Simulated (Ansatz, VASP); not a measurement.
# C: VASP beside Ansatz

Contents of INCAR:

```
PREC = Accurate
ENCUT = 520
EDIFF = 1E-7
ISMEAR = 0
SIGMA = 0.05
LREAL = False
LASPH = True
NELM = 60
ALGO = Normal
ISIF = 2
LWAVE = False
LCHARG = False
NBANDS = 11
```

KPOINTS

```
regular mesh
0
Gamma
  12 12 12
```

Contents of POSCAR:

```
C
1.0
    1.1973256878      0.6912763082      3.4306861104
   -1.1973256878      0.6912763082      3.4306861104
    0.0000000000     -1.3825526163      3.4306861104
C
2
Direct
    0.1640000000      0.1640000000      0.1640000000
    0.8360000000      0.8360000000      0.8360000000
```

Input for Ansatz:

```yaml
crystal:
  lattice:
    - [1.1973256878, 0.6912763082, 3.4306861104]
    - [-1.1973256878, 0.6912763082, 3.4306861104]
    - [0.0, -1.3825526163, 3.4306861104]
  atoms:
    - { symbol: C, position: [0.164, 0.164, 0.164] }
    - { symbol: C, position: [0.836, 0.836, 0.836] }
basis:
  ecutwfc: 420
kpoints:
  mp_grid: { grid: [12, 12, 12] }
hamiltonian:
  xc: lda
scf:
  occupations: { method: gaussian, width: 0.05 }
output:
  forces: true
  stress: true
  eigenvalues: true
```

Change from the starting cell: strain -0.025 along x and y, +0.025 along z, atoms carried along.

Alike in both runs: task single point; functional LDA; k mesh 12 × 12 × 12; occupations gaussian, width 0.05 eV; no spin polarisation.

|  | VASP | Ansatz |
| --- | --- | --- |
| version | VASP 6.6.1 | Ansatz 0.2.0 |
| potentials or method | VASP PAW LDA potentials, release 64 (C) | scalar-relativistic, plane waves, PAW |
| plane-wave cutoff (eV) | 520 | 420 |
| valence electrons in the cell | 8 | 8 |

|  | VASP | Ansatz | Ansatz less VASP |
| --- | --- | --- | --- |
| gap on the k mesh at the Fermi level (eV) | 0.65 | 0.65 | -0.002 |
| least direct gap on the mesh (eV) | 0.65 | 0.65 | -0.002 |
| pressure (GPa) | 19.4 | 18.7 | -0.80 |
| largest component of the traceless stress (GPa) | 21.25 | 20.30 | -0.948 |
| rms of the force components (eV/Å) | 0.523 | 0.526 | +0.0031 |

Atom by atom the forces differ by 0.003 eV/Å (rms over components).

Caveats: so large a pressure means that the cell lies far from this level's equilibrium, or that cutoff or potentials fall short (VASP).
